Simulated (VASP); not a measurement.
# Si3C (P-4m2) in VASP: a series of runs

The runs below take Si3C through single point, relaxation of cell and atoms, with PBE, r2SCAN.

Everything below comes from runs of VASP 6.6.1. Logs are shortened: lines on timing, memory, paths and dates and some standing lists are left out, and cuts for length are marked.

**1. Starting point**

Symmetry: P-4m2, No. 115, tetragonal system. Conventional cell: a = 3.444 Å, b = 3.444 Å, c = 5.023 Å, α = 90.00°, β = 90.00°, γ = 90.00°. C (site symmetry -4m2) is surrounded by 4 Si at 2.00 Å. Around Si (site symmetry 2mm) lie 2 C at 2.00 Å and 2 Si at 2.28 Å. Around Si (site symmetry -4m2) lie 4 Si at 2.28 Å.

The cell was built by a generator and needn't be a form met in nature.

**2. Single point, PBE**

The input, INCAR:

```
SYSTEM = Si3C
  ALGO = Normal
  EDIFF = 1E-6
  ENCUT = 520
  GGA = PE
  ISIF = 2
  ISMEAR = -1
  LASPH = .TRUE.
  LCHARG = .FALSE.
  LREAL = .FALSE.
  LWAVE = .FALSE.
  NBANDS = 16
  NELM = 100
  PREC = Accurate
  SIGMA = 0.02
```

The input, KPOINTS:

```
k-points
0
G
  8 8 6
  0 0 0
```

The input, POSCAR:

```
Si3C
1.0
    3.4435160283      0.0000000000      0.0000000000
    0.0000000000      3.4435160283      0.0000000000
    0.0000000000      0.0000000000      5.0231286841
C Si
1 3
Direct
    0.0000000000      0.0000000000      0.0000000000
    0.0000000000      0.5000000000      0.2021229505
    0.5000000000      0.5000000000      0.5000000000
    0.5000000000      0.0000000000      0.7978770495
```

Potentials or basis: VASP PAW PBE potentials, release 64 (C, Si).

Run with:

```
> cat potpaw_PBE.64/C/POTCAR potpaw_PBE.64/Si/POTCAR > POTCAR
> mpirun -np 1 vasp_std > vasp.out
```

OUTCAR:

```text
SYSTEM = Si3C
   EDIFF = 1E-6
   ENCUT = 520
   GGA = PE
   ISIF = 2
   ISMEAR = -1
   LASPH = .TRUE.
   LREAL = .FALSE.
   NELM = 100
   PREC = Accurate

 ion  position               nearest neighbor table
   1  0.000  0.000  0.000-   2 2.00   4 2.00   2 2.00   4 2.00
   2  0.000  0.500  0.202-   1 2.00   1 2.00   3 2.28   3 2.28
   3  0.500  0.500  0.500-   2 2.28   4 2.28   4 2.28   2 2.28
   4  0.500  0.000  0.798-   1 2.00   1 2.00   3 2.28   3 2.28

  LATTYP: Found a simple tetragonal cell.
 ALAT       =     3.4435160283
 C/A-ratio  =     1.4587208664

  Lattice vectors:

 A1 = (   3.4435160283,   0.0000000000,   0.0000000000)
 A2 = (   0.0000000000,   3.4435160283,   0.0000000000)
 A3 = (   0.0000000000,   0.0000000000,   5.0231286841)

Analysis of symmetry for initial positions (statically):
=====================================================================
 Subroutine PRICEL returns:
 Original cell was already a primitive cell.

 Routine SETGRP: Setting up the symmetry group for a
 simple tetragonal supercell.

 Subroutine GETGRP returns: Found  8 space group operations
 (whereof  8 operations were pure point group operations)
 out of a pool of 16 trial point group operations.

The static configuration has the point symmetry D_2d.

Analysis of symmetry for dynamics (positions and initial velocities):
=====================================================================
 Subroutine PRICEL returns:
 Original cell was already a primitive cell.

 Routine SETGRP: Setting up the symmetry group for a
 simple tetragonal supercell.

 Subroutine GETGRP returns: Found  8 space group operations
 (whereof  8 operations were pure point group operations)
 out of a pool of 16 trial point group operations.

The dynamic configuration has the point symmetry D_2d.

 Subroutine INISYM returns: Found  8 space group operations
 (whereof  8 operations are pure point group operations),
 and found     1 'primitive' translations

----------------------------------------------------------------------------------------

                                     Primitive cell

  volume of cell :      59.5633

  direct lattice vectors                    reciprocal lattice vectors
     3.443516028  0.000000000  0.000000000     0.290400855  0.000000000  0.000000000
     0.000000000  3.443516028  0.000000000     0.000000000  0.290400855  0.000000000
     0.000000000  0.000000000  5.023128684     0.000000000  0.000000000  0.199079112

  length of vectors
     3.443516028  3.443516028  5.023128684     0.290400855  0.290400855  0.199079112

  position of ions in fractional coordinates (direct lattice)
     0.000000000  0.000000000  0.000000000
     0.000000000  0.500000000  0.202122950
     0.500000000  0.500000000  0.500000000
     0.500000000  0.000000000  0.797877050

  ion indices of the primitive-cell ions
   primitive index   ion index
                 1           1
                 2           2
                 3           3
                 4           4

----------------------------------------------------------------------------------------

 KPOINTS: k-points

Automatic generation of k-mesh.
 Grid dimensions read from file:
 generate k-points for:    8    8    6

 Generating k-lattice:

  Cartesian coordinates                     Fractional coordinates (reciprocal lattice)
     0.036300107  0.000000000  0.000000000     0.125000000  0.000000000  0.000000000
     0.000000000  0.036300107  0.000000000     0.000000000  0.125000000  0.000000000
     0.000000000  0.000000000  0.033179852     0.000000000  0.000000000  0.166666667

  Length of vectors
     0.036300107  0.036300107  0.033179852

  Shift w.r.t. Gamma in fractional coordinates (k-lattice)
     0.000000000  0.000000000  0.000000000

 Subroutine IBZKPT returns following result:
 ===========================================

 Found     60 irreducible k-points:

 Following reciprocal coordinates:
            Coordinates               Weight
  0.000000  0.000000  0.000000      1.000000
  0.125000  0.000000  0.000000      4.000000
  0.250000  0.000000  0.000000      4.000000
  0.375000  0.000000  0.000000      4.000000
  0.500000  0.000000  0.000000      2.000000
  0.125000  0.125000  0.000000      4.000000
[... 16 lines left out ...]
  0.375000  0.125000  0.166667     16.000000
  0.500000  0.125000  0.166667      8.000000
 [... further k-points ...]
   k-points           NKPTS =     60   k-points in BZ     NKDIM =     60   number of bands    NBANDS=     16
   number of dos      NEDOS =    301   number of ions     NIONS =      4
   total plane-waves  NPLWV =  31360
   dimension x,y,z NGX =    28 NGY =   28 NGZ =   40
   dimension x,y,z NGXF=    56 NGYF=   56 NGZF=   80
   ions per type =               1   3
   NGX,Y,Z   is equivalent  to a cutoff of  13.52, 13.52, 13.24 a.u.
   NGXF,Y,Z  is equivalent  to a cutoff of  27.04, 27.04, 26.48 a.u.
 SYSTEM =  Si3C
   PREC   = accura    normal or accurate (medium, high low for compatibility)
   ISTART =      0    job   : 0-new  1-cont  2-samecut
   ICHARG =      2    charge: 1-file 2-atom 10-const
   ISPIN  =      1    spin polarized calculation?
   LNONCOLLINEAR =      F non collinear calculations
   LSORBIT =      F    spin-orbit coupling
   LASPH  =      T    aspherical Exc in radial PAW
   ENCUT  =  520.0 eV  38.22 Ry    6.18 a.u.   6.40  6.40  9.34*2*pi/ulx,y,z
   NELM   =    100;   NELMIN=  2; NELMDL= -5     # of ELM steps
   EDIFF  = 0.1E-05   stopping-criterion for ELM
   LREAL  =      F    real-space projection
   EDIFFG = 0.1E-04   stopping-criterion for IOM
   NSW    =      0    number of steps for IOM
   IBRION =     -1    ionic relax: 0-MD 1-quasi-New 2-CG
   NFREE  =      0    steps in history (QN), initial steepest desc. (CG)
   ISIF   =      2    stress and relaxation
   ISYM   =      2    0-nonsym 1-usesym 2-fastsym
   POTIM  = 0.5000    time-step for ionic-motion
   TEBEG  =    0.0;   TEEND  =   0.0 temperature during run
   PSTRESS=    0.0 pullay stress
   NELECT =      16.0000    total number of electrons
   NUPDOWN=      -1.0000    fix difference up-down
   EMIN   =  10.00;   EMAX   =-10.00  energy-range for DOS
   EFERMI =   0.00;   METHOD = LEGACY
   ISMEAR =    -1;   SIGMA  =   0.02  broadening in eV -4-tet -1-fermi 0-gaus
   EFERMI_NEDOS =   21; number of points for ismear=-14 and -15
   IALGO  =     38    algorithm
   IMIX   =      4    mixing-type and parameters
     AMIX     =   0.40;   BMIX     =  1.00
     AMIX_MAG =   1.60;   BMIX_MAG =  1.00
  volume/ion in A,a.u.               =      14.89       100.49
  Fermi-wavevector in a.u.,A,eV,Ry     =   1.056303  1.996124 15.181064  1.115777
  Thomas-Fermi vector in A             =   2.191534
   LORBIT       =      0    0 simple, 1 ext, 2 COOP (PROOUT), +10 PAW based schemes
   GGA     = PE    functional components
   LHFCALC =     F    Hartree Fock is set to
   AEXX    =    0.0000 exact exchange contribution
   IVDW    =     0    specifies the selected vdW correction
   LEPSILON=     F    determine dielectric tensor
   LRPA    =     F    only Hartree local field effects (RPA)
 non-spin polarized calculation
  energy-cutoff  :      520.00
  volume of cell :       59.56
 maximum number of plane-waves:      1623
 NGX is ok and might be reduce to    28
   NGX = 13   NGY = 13   NGZ = 19

 number of electron      16.0000001 magnetization

 Free energy of the ion-electron system (eV)
  ---------------------------------------------------
  ext. energy  EPLUGINS =         0.00000000
  ---------------------------------------------------
  free energy    TOTEN  =       -24.39503245 eV

  energy without entropy =      -24.39454306  energy(sigma->0) =      -24.39478775

 E-fermi :   7.6145     XC(G=0): -10.2631

 val. band max:        7.5262853323   @ k =   0.5000   0.0000   0.5000
 cond. band min:       7.6220375063   @ k =   0.2500   0.0000   0.0000
 fundamental gap:      0.0957521740
 Fermi energy:         7.6145068899

 k-point     1 :       0.0000    0.0000    0.0000
  band No.  band energies     occupation
      1      -7.0807      2.00000
      2      -2.0588      2.00000
      3      -0.9932      2.00000
      4       3.1969      2.00000
      5       3.1969      2.00000
      6       6.7238      2.00000
[... 8 lines left out ...]
     15      15.9301      0.00000
     16      17.4513      0.00000

 k-point     2 :       0.1250    0.0000    0.0000
  band No.  band energies     occupation
      1      -6.9277      2.00000
      2      -2.0179      2.00000
      3      -0.8971      2.00000
      4       2.4289      2.00000
      5       3.2978      2.00000
      6       6.2959      2.00000
[... 8 lines left out ...]
     15      15.8810      0.00000
     16      16.1553      0.00000

 k-point     3 :       0.2500    0.0000    0.0000
  band No.  band energies     occupation
      1      -6.4857      2.00000
      2      -2.1605      2.00000
      3      -0.5773      2.00000
      4       1.5452      2.00000
      5       3.5694      2.00000
      6       4.6823      2.00000
[... 8 lines left out ...]
     15      15.0824      0.00000
     16      16.2251      0.00000

 k-point     4 :       0.3750    0.0000    0.0000
  band No.  band energies     occupation
      1      -5.8413      2.00000
      2      -2.8663      2.00000
      3       0.1078      2.00000
      4       1.5453      2.00000
      5       3.0339      2.00000
      6       3.8983      2.00000
[... 8 lines left out ...]
     15      14.7720      0.00000
     16      15.6667      0.00000
[... 324 lines left out ...]
 k-point    22 :       0.2500    0.1250    0.1667
  band No.  band energies     occupation
      1      -6.2591      2.00000
      2      -2.4677      2.00000
      3      -0.3116      2.00000
      4       1.9020      2.00000
      5       3.0236      2.00000
      6       3.9834      2.00000
[... 8 lines left out ...]
     15      14.3778      0.00000
     16      16.2366      0.00000

 k-point    23 :       0.3750    0.1250    0.1667
  band No.  band energies     occupation
      1      -5.6409      2.00000
      2      -2.7051      2.00000
      3      -0.3290      2.00000
      4       1.6285      2.00000
      5       2.8374      2.00000
      6       3.5110      2.00000
[... 8 lines left out ...]
     15      15.0790      0.00000
     16      15.4174      0.00000

 k-point    24 :       0.5000    0.1250    0.1667
  band No.  band energies     occupation
      1      -5.2418      2.00000
      2      -3.1160      2.00000
      3       0.4715      2.00000
      4       0.5787      2.00000
      5       3.2027      2.00000
      6       3.5945      2.00000
[... 8 lines left out ...]
     15      14.8127      0.00000
     16      14.9410      0.00000

 [... further k-points ...]
[... 5 lines left out ...]
  --------------------------------------------------------------------------------------
  -------------------------------------------------------------------------------------
  Total       -0.0180013     -0.0180013     -0.0303935      0.0000000     -0.0000000      0.0000000
  in kB       -0.4842131     -0.4842131     -0.8175461      0.0000000     -0.0000000      0.0000000
  external PRESSURE =      -0.5953241 kB  Pullay stress =       0.0000000 kB

 VOLUME and BASIS-vectors are now :
 -----------------------------------------------------------------------------
  energy-cutoff  :      520.00
  volume of cell :       59.56
      direct lattice vectors                 reciprocal lattice vectors
     3.443516028  0.000000000  0.000000000     0.290400855  0.000000000  0.000000000
     0.000000000  3.443516028  0.000000000     0.000000000  0.290400855  0.000000000
     0.000000000  0.000000000  5.023128684     0.000000000  0.000000000  0.199079112

 POSITION                                       TOTAL-FORCE (eV/Angst)
 -----------------------------------------------------------------------------------
      0.00000      0.00000      0.00000         0.000000     -0.000000      0.000000
      0.00000      1.72176      1.01529        -0.000000     -0.000000      0.016327
      1.72176      1.72176      2.51156         0.000000      0.000000      0.000000
      1.72176      0.00000      4.00784         0.000000      0.000000     -0.016327
 -----------------------------------------------------------------------------------
    total drift:                               -0.000000      0.000000      0.000000

  FREE ENERGIE OF THE ION-ELECTRON SYSTEM (eV)
  ---------------------------------------------------
  free  energy   TOTEN  =       -24.3950324518 eV

  energy  without entropy=      -24.3945430553  energy(sigma->0) =      -24.39478775
```

Run time: 44 s. Hardware: 1 thread of Intel Xeon Platinum 8488C (Sapphire Rapids), shared host; peak memory 0.19 GiB.

Results:

* Free energy: -24.3950 eV
* Pressure: -0.1 GPa
* Largest force: 0.016 eV/Å
* Band gap on the k mesh: none (metal or under the smearing width)

Forces in eV/Å, atoms in the order of the input:
```
C    0.000  0.000  0.000
Si   0.000  0.000  0.016
Si   0.000  0.000  0.000
Si   0.000  0.000 -0.016
```

**3. Relaxation of cell and atoms, PBE**

This run uses another cell than the first one, of 13.17 Å³/atom, 0.884 times its volume.

The input, INCAR:

```
SYSTEM = Si3C
PREC = Accurate
ENCUT = 600
EDIFF = 1E-6
ISMEAR = -1
SIGMA = 0.02
LREAL = .FALSE.
LASPH = .TRUE.
NELM = 100
ALGO = Normal
ISIF = 3
LWAVE = .FALSE.
LCHARG = .FALSE.
GGA = PE
IBRION = 2
NSW = 80
EDIFFG = -0.005
```

The input, KPOINTS:

```
Automatic mesh
0
G
  8 8 6
  0 0 0
```

The input, POSCAR:

```
Si3C
1.0
    3.3394710160      0.0000000000      0.0000000000
    0.0000000000      3.3394710160      0.0000000000
    0.0000000000      0.0000000000      4.7227252020
C Si
1 3
Direct
    0.0000000000      0.0000000000      0.0000000000
    0.0000000000      0.5000000000      0.2500000000
    0.5000000000      0.5000000000      0.5000000000
    0.5000000000      0.0000000000      0.7500000000
```

Potentials or basis: VASP PAW PBE potentials, release 64 (C, Si).

Run with:

```
> cat potpaw_PBE.64/C/POTCAR potpaw_PBE.64/Si/POTCAR > POTCAR
> mpirun -np 1 vasp_std > vasp.out
```

It took 3.2 min on 1 thread of Intel Xeon Platinum 8488C (Sapphire Rapids), shared host; peak memory 0.2 GiB.

It converged, with:

* Free energy: -24.3940 eV
* Relaxed volume: 14.89 Å³/atom
* Relaxed cell: a = 3.443 Å, b = 3.443 Å, c = 5.023 Å, α = 90.00°, β = 90.00°, γ = 90.00°
* Space group after relaxing (to 0.05 Å): P-4m2 (No. 115)
* Energy gained by relaxing: 556.5 meV/atom
* Ionic steps: 13
* Pressure after relaxing: 0.0 GPa
* Band gap on the k mesh: none (metal or under the smearing width)

Step by step:
```csv
step,energy change (eV),largest force (eV/Å),pressure (GPa),volume (Å³)
1,0.0000,7.4159,33.75,52.67
2,-0.5026,1.9744,-18.68,76.77
3,-2.1131,0.5266,-5.91,63.27
4,-2.1217,0.7586,-4.64,62.66
5,-2.1225,0.8787,-3.96,62.35
6,-2.2200,0.1802,-0.07,59.71
7,-2.2225,0.0334,0.74,59.24
8,-2.2254,0.0914,-0.28,59.64
9,-2.2254,0.0846,-0.23,59.62
10,-2.2261,0.0167,0.02,59.52
11,-2.2261,0.0106,0.03,59.51
12,-2.2261,0.0087,0.05,59.51
13,-2.2261,0.0009,-0.01,59.54
```

Final structure:
```yaml
crystal:
  lattice:
    - [3.44299, 0.00000, 0.00000]
    - [0.00000, 3.44299, 0.00000]
    - [0.00000, 0.00000, 5.02288]
  atoms:
    - { symbol: C, position: [0.00000, 0.00000, 0.00000] }
    - { symbol: Si, position: [0.00000, 0.50000, 0.20225] }
    - { symbol: Si, position: [0.50000, 0.50000, 0.50000] }
    - { symbol: Si, position: [0.50000, 0.00000, 0.79775] }
```

Levels at points of the mesh, in eV from the Fermi level:
| k point | band 5 | band 6 | band 7 | band 8 | band 9 | band 10 | band 11 | band 12 |
| --- | --- | --- | --- | --- | --- | --- | --- | --- |
| (0.00, 0.00, 0.00) | -4.41 | -0.89 | -0.86 | 0.15 | 0.15 | 1.15 | 3.30 | 3.33 |
| (0.50, 0.00, 0.00) | -5.05 | -4.62 | -3.55 | -0.35 | 2.05 | 2.54 | 3.91 | 5.90 |
| (0.50, 0.50, 0.00) | -4.21 | -3.88 | -3.88 | -3.28 | -0.36 | 0.46 | 0.97 | 0.97 |
| (0.00, 0.00, 0.50) | -4.19 | -3.73 | -0.91 | -0.91 | 0.49 | 1.30 | 3.53 | 3.58 |
| (0.50, 0.00, 0.50) | -3.50 | -2.05 | -2.03 | -0.09 | 0.48 | 3.20 | 3.54 | 3.65 |
| (0.50, 0.50, 0.50) | -5.21 | -4.98 | -4.98 | -4.89 | 3.15 | 4.02 | 4.02 | 4.05 |

**4. Single point, r2SCAN**

This run uses another cell than the first one, of 14.72 Å³/atom, 0.989 times its volume.

The input, POSCAR:

```
Si3C
1.0
    3.4318101927      0.0000000000      0.0000000000
    0.0000000000      3.4318101927      0.0000000000
    0.0000000000      0.0000000000      5.0004336101
C Si
1 3
Direct
    0.0000000000      0.0000000000      0.0000000000
    0.0000000000      0.5000000000      0.2031984766
    0.5000000000      0.5000000000      0.5000000000
    0.5000000000      0.0000000000      0.7968015234
```

The input, INCAR.step1:

```
ALGO = Normal
EDIFF = 1E-4
ENCUT = 520
GGA = PE
ISMEAR = -1
LASPH = True
LCHARG = False
LREAL = False
LWAVE = True
NBANDS = 16
NELM = 100
PREC = Accurate
SIGMA = 0.02
```

The input, INCAR.step2:

```
ALGO = Normal
EDIFF = 1E-6
ENCUT = 520
ISIF = 2
ISMEAR = -1
ISTART = 1
LASPH = True
LCHARG = False
LMIXTAU = True
LREAL = False
LWAVE = False
METAGGA = R2SCAN
NBANDS = 16
NELM = 100
PREC = Accurate
SIGMA = 0.02
```

The input, KPOINTS:

```
k-points
0
Gamma
  8 8 6
```

Run with:

```
> cat potpaw_PBE.64/C/POTCAR potpaw_PBE.64/Si/POTCAR > POTCAR
> cp INCAR.step1 INCAR
> mpirun -np 1 vasp_std > vasp.out
> cp INCAR.step2 INCAR
> mpirun -np 1 vasp_std > vasp.out
```

Wall time 2.3 min (1 thread of Intel Xeon Platinum 8488C (Sapphire Rapids), shared host); peak memory 0.2 GiB.

Results (log left out):

- Free energy: -35.2266 eV
- Pressure: -0.3 GPa
- Largest force: 0.013 eV/Å
- Band gap on the k mesh: none (metal or under the smearing width)

Forces in eV/Å, atoms in the order of the input:
```
C    0.000  0.000  0.000
Si   0.000  0.000 -0.013
Si   0.000  0.000  0.000
Si   0.000  0.000  0.013
```

Stress tensor (GPa, compression positive):
```
-0.38  0.00  0.00
 0.00 -0.38  0.00
 0.00  0.00 -0.24
```

Levels at points of the mesh, in eV from the Fermi level:
```tsv
k point	band 5	band 6	band 7	band 8	band 9	band 10	band 11	band 12
(0.00, 0.00, 0.00)	-4.65	-0.94	-0.71	0.15	0.15	1.48	3.57	3.57
(0.50, 0.00, 0.00)	-5.32	-4.85	-3.72	-0.39	2.43	2.82	4.32	5.98
(0.50, 0.50, 0.00)	-4.43	-4.11	-4.11	-3.53	-0.09	0.61	1.22	1.22
(0.00, 0.00, 0.50)	-4.41	-3.82	-0.98	-0.98	0.71	1.64	3.81	3.97
(0.50, 0.00, 0.50)	-3.67	-2.17	-2.14	-0.12	0.76	3.67	3.93	3.99
(0.50, 0.50, 0.50)	-5.48	-5.25	-5.25	-5.13	3.45	4.45	4.45	4.48
```

Caveat: the PAW data sets were made with another functional, which shifts forces and pressure a little.

**5. The runs side by side**

| task | level | cell | cutoff (eV) | gap on the mesh (eV) | pressure (GPa) | largest force (eV/Å) |
| --- | --- | --- | --- | --- | --- | --- |
| single point | PBE | P-4m2, 14.89 Å³/atom | 520 | none | -0.1 | 0.02 |
| relaxation of cell and atoms | PBE | relaxed | 600 | none | 0.0 | - |
| single point | r2SCAN | P-4m2, 14.72 Å³/atom | 520 | none | -0.3 | 0.01 |

Alike in all rows: potentials or basis VASP PAW PBE potentials, release 64 (C, Si); no spin polarisation; k mesh 8 × 8 × 6; smearing fermi-dirac 0.02 eV.

Caveats: the PAW data sets were made with another functional, which shifts forces and pressure a little (some runs).

Total energies depend on the potentials used, so only differences within one code and one set of settings carry meaning.
